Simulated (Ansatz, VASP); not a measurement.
# Al2O3 (Al2O3 (0001), 4 units) in two plane-wave programs, part 2 of 3

Wanted: the spread between two codes on one cell, functional and k mesh. Of the first pair: The structure shown is the start of the Ansatz relaxation below; VASP solves that cell, so the two are compared at the walk's first step.

VASP 6.6.1 and Ansatz 0.2.0.

So far: The structure; Ansatz: relaxation, PBE.

## Step 3: VASP: single point, PBE, start cell, pair 1

Level of this step: PBE; plane waves and PAW (Al, O) (VASP).

The same cell, functional, mesh and smearing now go to VASP, with its own data sets.

Lines of VASP's logs that name or quote its potential files are left out, and so is its time.

INCAR

```
SYSTEM = Al2O3
PREC = Accurate
ENCUT = 520
EDIFF = 1E-06
NELM = 120
ISMEAR = -1
SIGMA = 0.05
LREAL = .FALSE.
ALGO = Normal
GGA = PE
NBANDS = 68
LORBIT = 11
LWAVE = .FALSE.
LCHARG = .FALSE.
ISIF = 2
LDIPOL = .TRUE.
IDIPOL = 3
DIPOL = 0.5 0.5 0.326
LVHAR = .TRUE.
LASPH = .TRUE.
GGA_COMPAT = .FALSE.
EFERMI = MIDGAP
NELMDL = -8
KPAR = 4
```

POSCAR

```
Al2O3
1.0
    4.7590000000      0.0000000000      0.0000000000
   -2.3795000000      4.1214150000      0.0000000000
    0.0000000000      0.0000000000     40.1500800000
Al O
8 12
Direct
    0.6666666668      0.3333333334      0.2241589556
    0.3333333334      0.6666666668      0.2660029569
    0.0000000001      0.0000000001      0.2780816377
    0.6666666668      0.3333333334      0.3199256390
    0.3333333334      0.6666666668      0.3320043198
    0.0000000001      0.0000000001      0.3738483211
    0.6666666668      0.3333333334      0.3859270019
    0.3333333334      0.6666666668      0.4277710032
    0.3060000013      0.0000000001      0.2450809563
    0.0000000001      0.3060000013      0.2450809563
    0.6939999989      0.6939999989      0.2450809563
    0.0273333322      0.6666666668      0.2990036384
    0.3333333334      0.3606666655      0.2990036384
    0.6393333347      0.9726666680      0.2990036384
    0.9726666680      0.3333333334      0.3529263205
    0.6666666668      0.6393333347      0.3529263205
    0.3606666655      0.0273333322      0.3529263205
    0.6939999989      0.0000000001      0.4068490025
    0.0000000001      0.6939999989      0.4068490025
    0.3060000013      0.3060000013      0.4068490025
```

KPOINTS

```
Automatic mesh
0
Gamma
9 9 1
0 0 0
```

PAW data sets: Al and O (PBE family, release 64).

The run is started by

```sh
> mpirun -np 4 vasp_std
```

Numbers of over 12 decimals in the logs are rounded to 6 here.

What it wrote:

```text
[banner, memory and clock lines left out]
running    4 mpi-ranks, on    1 nodes
 distrk:  each k-point on    1 cores,    4 groups
 distr:  one band on    1 cores,    1 groups

 POSCAR found type information on POSCAR AlO
 POSCAR found :  2 types and      20 ions
|                                                                             |
|               ----> ADVICE to this user running VASP <----                  |
|                                                                             |
|     You have a (more or less) 'large supercell' and for larger cells it     |
|     might be more efficient to use real-space projection operators.         |
|     Therefore, try LREAL= Auto in the INCAR file.                           |
|     Mind: For very accurate calculation, you might also keep the            |
|     reciprocal projection scheme (i.e. LREAL=.FALSE.).                      |
|                                                                             |

 LDA part: xc-table for (Slater+PW92), standard interpolation
 POSCAR, INCAR and KPOINTS ok, starting setup
 FFT: planning ... GRIDC
 FFT: planning ... GRID_SOFT
 FFT: planning ... GRID
 WAVECAR not read
 entering main loop
       N       E                     dE             d eps       ncg     rms          rms(c)
DAV:   1     0.962311588237E+03    0.96231E+03   -0.38427E+04  2208   0.110E+03
DAV:   2     0.166426726666E+02   -0.94567E+03   -0.89735E+03  2972   0.282E+02
DAV:   3    -0.161193977221E+03   -0.17784E+03   -0.17663E+03  2528   0.131E+02
DAV:   4    -0.165923287904E+03   -0.47293E+01   -0.47149E+01  2520   0.259E+01
DAV:   5    -0.166018674479E+03   -0.95387E-01   -0.95284E-01  2592   0.340E+00
DAV:   6    -0.166021514598E+03   -0.28401E-02   -0.28387E-02  2592   0.638E-01
DAV:   7    -0.166021626354E+03   -0.11176E-03   -0.11175E-03  2684   0.113E-01
DAV:   8    -0.166021630662E+03   -0.43074E-05   -0.43066E-05  2512   0.232E-02    0.265E+01
DAV:   9    -0.142825993767E+03    0.23196E+02   -0.79600E+01  2464   0.316E+01    0.927E+00
DAV:  10    -0.141943021913E+03    0.88297E+00   -0.52981E+00  2432   0.664E+00    0.565E+00
DAV:  11    -0.141217335373E+03    0.72569E+00   -0.12135E+00  2468   0.523E+00    0.194E+00
DAV:  12    -0.141035145699E+03    0.18219E+00   -0.28641E-01  2368   0.217E+00    0.999E-01
DAV:  13    -0.141016754990E+03    0.18391E-01   -0.51564E-02  2324   0.922E-01    0.383E-01
DAV:  14    -0.141003159409E+03    0.13596E-01   -0.16743E-02  2284   0.503E-01    0.258E-01
[...]
DAV:  22    -0.141009542610E+03   -0.23850E-03   -0.13635E-05  1964   0.119E-02    0.414E-03
DAV:  23    -0.141009785771E+03   -0.24316E-03   -0.12564E-05  1924   0.822E-03    0.341E-03
DAV:  24    -0.141009907986E+03   -0.12222E-03   -0.51219E-06  1744   0.630E-03    0.139E-03
DAV:  25    -0.141009958844E+03   -0.50858E-04   -0.23608E-06  1596   0.472E-03    0.167E-03
DAV:  26    -0.141009972484E+03   -0.13640E-04   -0.41855E-07  1492   0.243E-03    0.694E-04
DAV:  27    -0.141009980416E+03   -0.79319E-05   -0.45436E-07  1428   0.222E-03    0.602E-04
DAV:  28    -0.141009982752E+03   -0.23364E-05   -0.10625E-07  1416   0.116E-03    0.269E-04
DAV:  29    -0.141009983739E+03   -0.98670E-06   -0.62575E-08  1424   0.958E-04
   1 F= -.14100998E+03 E0= -.14100771E+03  d E =-.455354E-02
```

OUTCAR, selected parts (step 3):

```text
ion  position               nearest neighbor table
   1  0.667  0.333  0.224-  10 1.86   9 1.86  11 1.86   2 3.22   2 3.22   2 3.22
   2  0.333  0.667  0.266-  11 1.86   9 1.86  10 1.86  12 1.97  14 1.97  13 1.97   5 2.65   3 2.79
                             3 2.79   3 2.79   1 3.22   1 3.22   1 3.22
   3  0.000  0.000  0.278-  14 1.86  12 1.86  13 1.86   9 1.97  10 1.97  11 1.97   2 2.79   2 2.79
                             2 2.79   4 3.22   4 3.22   4 3.22
   4  0.667  0.333  0.320-  13 1.86  12 1.86  14 1.86  15 1.97  17 1.97  16 1.97   7 2.65   5 2.79
                             5 2.79   5 2.79   3 3.22   3 3.22   3 3.22
   5  0.333  0.667  0.332-  16 1.86  15 1.86  17 1.86  12 1.97  14 1.97  13 1.97   2 2.65   4 2.79
                             4 2.79   4 2.79   6 3.22   6 3.22   6 3.22
   6  0.000  0.000  0.374-  17 1.86  15 1.86  16 1.86  18 1.97  20 1.97  19 1.97   7 2.79   7 2.79
                             7 2.79   5 3.22   5 3.22   5 3.22
   7  0.667  0.333  0.386-  20 1.86  18 1.86  19 1.86  15 1.97  17 1.97  16 1.97   4 2.65   6 2.79
                             6 2.79   6 2.79   8 3.22   8 3.22   8 3.22
   8  0.333  0.667  0.428-  19 1.86  18 1.86  20 1.86   7 3.22   7 3.22   7 3.22
   9  0.306  0.000  0.245-   2 1.86   1 1.86   3 1.97
  10  0.000  0.306  0.245-   1 1.86   2 1.86   3 1.97
  11  0.694  0.694  0.245-   2 1.86   1 1.86   3 1.97
  12  0.027  0.667  0.299-   4 1.86   3 1.86   5 1.97   2 1.97
  13  0.333  0.361  0.299-   4 1.86   3 1.86   5 1.97   2 1.97
  14  0.639  0.973  0.299-   3 1.86   4 1.86   5 1.97   2 1.97
  15  0.973  0.333  0.353-   6 1.86   5 1.86   7 1.97   4 1.97
  16  0.667  0.639  0.353-   5 1.86   6 1.86   7 1.97   4 1.97
  17  0.361  0.027  0.353-   6 1.86   5 1.86   7 1.97   4 1.97
  18  0.694  0.000  0.407-   7 1.86   8 1.86   6 1.97
  19  0.000  0.694  0.407-   8 1.86   7 1.86   6 1.97
  20  0.306  0.306  0.407-   7 1.86   8 1.86   6 1.97

  LATTYP: Found a hexagonal cell.
 ALAT       =     4.7590000000
 C/A-ratio  =     8.4366631645

 Subroutine GETGRP returns: Found  6 space group operations
 (whereof  3 operations were pure point group operations)

The static configuration has the point symmetry C_3 .
 The point group associated with its full space group is S_6 .

 Found     15 irreducible k-points:

   k-points           NKPTS =     15   k-points in BZ     NKDIM =     15   number of bands    NBANDS=     68

   dimension x,y,z NGX =    36 NGY =   36 NGZ =  300
   dimension x,y,z NGXF=    72 NGYF=   72 NGZF=  600

   ENCUT  =  520.0 eV  38.22 Ry    6.18 a.u.   8.85  8.85 74.65*2*pi/ulx,y,z

   NELECT =      96.0000    total number of electrons

 k-points in reciprocal lattice and weights: Automatic mesh
   0.00000000  0.00000000  0.00000000       0.012
   0.11111111  0.00000000  0.00000000       0.074
   0.22222222  0.00000000  0.00000000       0.074
   0.33333333 -0.00000000  0.00000000       0.074
   0.44444444  0.00000000  0.00000000       0.074
   0.11111111  0.11111111  0.00000000       0.074
   0.22222222  0.11111111  0.00000000       0.074
  -0.22222222  0.33333333  0.00000000       0.074
   0.33333333  0.11111111  0.00000000       0.074
[...]
-0.33333333 -0.44444444  0.00000000       0.074
   0.33333333  0.33333333  0.00000000       0.025

 dipolmoment           0.000000      0.000000      0.000002 electrons x Angstroem

 average (electrostatic) potential at core
       1 -81.0879       2 -79.0396       3 -79.2418       4 -79.4492       5 -79.4492
       6 -79.2418       7 -79.0396       8 -81.0879       9 -74.5750      10 -74.5750
      11 -74.5750      12 -75.0456      13 -75.0456      14 -75.0456      15 -75.0456
      16 -75.0456      17 -75.0456      18 -74.5750      19 -74.5750      20 -74.5750

 E-fermi :  -0.8650

 k-point     1 :       0.0000    0.0000    0.0000
  band No.  band energies     occupation
    ...
     44      -2.0273      2.00000
     45      -1.0627      1.96234
     46      -1.0627      1.96234
     47      -1.0362      1.93689
     48      -1.0362      1.93689
     49      -0.7922      0.37779
     50      -0.5279      0.00236
     51       2.0035      0.00000
     52       2.0460      0.00000
     53       2.2399      0.00000
    ...

 k-point     2 :       0.1111    0.0000    0.0000
  band No.  band energies     occupation
    ...
     44      -2.0609      2.00000
     45      -1.2730      1.99943
     46      -1.1760      1.99602
     47      -1.0965      1.98068
     48      -1.0643      1.96350
     49      -0.6880      0.05638
     50      -0.4994      0.00133
     51       2.1092      0.00000
     52       2.1473      0.00000
     53       2.3440      0.00000
    ...

 k-point     3 :       0.2222    0.0000    0.0000
  band No.  band energies     occupation
    ...
     44      -2.1551      2.00000
     45      -1.6532      2.00000
     46      -1.4692      1.99999
     47      -1.1986      1.99747
     48      -1.1506      1.99341
     49      -0.5169      0.00189
     50      -0.4241      0.00030
     51       2.4158      0.00000
     52       2.4408      0.00000
     53       2.6464      0.00000
    ...

  Total        5.0829945      5.0829947    -11.8749372     -0.0000000      0.0000000      0.0000000
  in kB       10.3414575     10.3414580    -24.1598056     -0.0000000      0.0000000      0.0000000
  external PRESSURE =      -1.1589633 kB  Pullay stress =       0.0000000 kB

  energy-cutoff  :      520.00
  volume of cell :      787.50
      direct lattice vectors                 reciprocal lattice vectors
     4.759000000  0.000000000  0.000000000     0.210128178  0.121317557  0.000000000
    -2.379500000  4.121415000  0.000000000     0.000000000  0.242635114  0.000000000
     0.000000000  0.000000000 40.150080000     0.000000000  0.000000000  0.024906551

 POSITION                                       TOTAL-FORCE (eV/Angst)
 -----------------------------------------------------------------------------------
      2.37950      1.37381      9.00000        -0.000000      0.000000      6.407289
      0.00000      2.74761     10.68004        -0.000000      0.000000     -0.890760
      0.00000      0.00000     11.16500        -0.000000      0.000000     -2.064841
      2.37950      1.37381     12.84504        -0.000000      0.000000     -0.123013
      0.00000      2.74761     13.33000        -0.000000      0.000000      0.123013
      0.00000      0.00000     15.01004        -0.000000      0.000000      2.064841
      2.37950      1.37381     15.49500        -0.000000      0.000000      0.890760
      0.00000      2.74761     17.17504        -0.000000      0.000000     -6.407289
      1.45625      0.00000      9.84002         1.871864      0.593375     -1.498106
     -0.72813      1.26115      9.84002        -1.449810      1.324394     -1.498106
      1.65137      2.86026      9.84002        -0.422054     -1.917769     -1.498106
     -1.45625      2.74761     12.00502        -0.092103      0.132361      0.108364
      0.72813      1.48646     12.00502        -0.068576     -0.145944      0.108364
      0.72813      4.00876     12.00502         0.160679      0.013584      0.108364
      3.83575      1.37381     14.17002         0.092103     -0.132361     -0.108364
      1.65137      2.63496     14.17002         0.068576      0.145944     -0.108364
      1.65137      0.11265     14.17002        -0.160679     -0.013584     -0.108364
      3.30275      0.00000     16.33502        -1.871864     -0.593375      1.498106
     -1.65137      2.86026     16.33502         1.449810     -1.324394      1.498106
      0.72813      1.26115     16.33502         0.422054      1.917769      1.498106
 -----------------------------------------------------------------------------------
    total drift:                               -0.000003     -0.000005     -0.000062

  FREE ENERGIE OF THE ION-ELECTRON SYSTEM (eV)
  ---------------------------------------------------
  free  energy   TOTEN  =      -141.0099837386 eV

  energy  without entropy=     -141.0054302013  energy(sigma->0) =     -141.00770697

 vacuum level on the upper side and lower side of the slab         2.090         2.090

 total charge
# of ion       s       p       d       tot
------------------------------------------
    1        0.358   0.327   0.000   0.684
    2        0.317   0.405   0.000   0.722
    3        0.306   0.391   0.000   0.698
    4        0.311   0.402   0.000   0.713
    5        0.311   0.402   0.000   0.713
    6        0.306   0.391   0.000   0.698
    7        0.317   0.405   0.000   0.722
    8        0.358   0.327   0.000   0.684
    9        1.554   3.540   0.000   5.094
   10        1.554   3.540   0.000   5.094
   11        1.554   3.540   0.000   5.094
   12        1.549   3.640   0.000   5.189
   13        1.549   3.640   0.000   5.189
   14        1.549   3.640   0.000   5.189
   15        1.549   3.640   0.000   5.189
   16        1.549   3.640   0.000   5.189
   17        1.549   3.640   0.000   5.189
   18        1.554   3.540   0.000   5.094
   19        1.554   3.540   0.000   5.094
   20        1.554   3.540   0.000   5.094
--------------------------------------------------
tot         21.202  46.129   0.000  67.331

[... 3 further parts left out ...]
```

The gap is read on the k-mesh alone, so it is an upper bound where the band edges lie off the mesh.

## Step 4: Differences

Known differences besides the potentials themselves: Ansatz cuts the interaction across the vacuum, VASP repeats the sheet with a dipole correction; Ansatz takes its cutoff from its data sets, VASP runs at 520 eV. Total energies have different zeros and are not compared.

Forces on 7 of the 20 atoms, those with the largest forces and the largest differences (eV/Å; atoms numbered as in POSCAR):

| atom | Ansatz x, y, z | VASP x, y, z |
| --- | --- | --- |
| Al1 | 0.000, 0.000, 6.443 | 0.000, 0.000, 6.407 |
| Al8 | 0.000, 0.000, -6.443 | 0.000, 0.000, -6.407 |
| O9 | 1.874, 0.601, -1.511 | 1.872, 0.593, -1.498 |
| O10 | -1.457, 1.322, -1.511 | -1.450, 1.324, -1.498 |
| O11 | -0.417, -1.923, -1.511 | -0.422, -1.918, -1.498 |
| O19 | 1.457, -1.322, 1.511 | 1.450, -1.324, 1.498 |
| O20 | 0.417, 1.923, 1.511 | 0.422, 1.918, 1.498 |

The forces differ by 8.8 meV/Å r.m.s., which is 0.6 % of the r.m.s. force of 1.467 eV/Å (both taken over all components). With vacuum in the cell, a pressure given here is an average over mostly empty space and none of the material.

(Continued in part 3 of 3.)

[Lines on the potential files, build, host, timing and source positions are cut from VASP's logs without a mark.]

[Logs are printed without paths, hosts, clocks, repeated set-up lines and the standing remarks that a program may print on its own settings, such as how far it seeks lower states.]

[Hosts, paths, dates, database ids (printed as entryN), source tags and the programs' standing remarks are cut or masked in the printed files.]
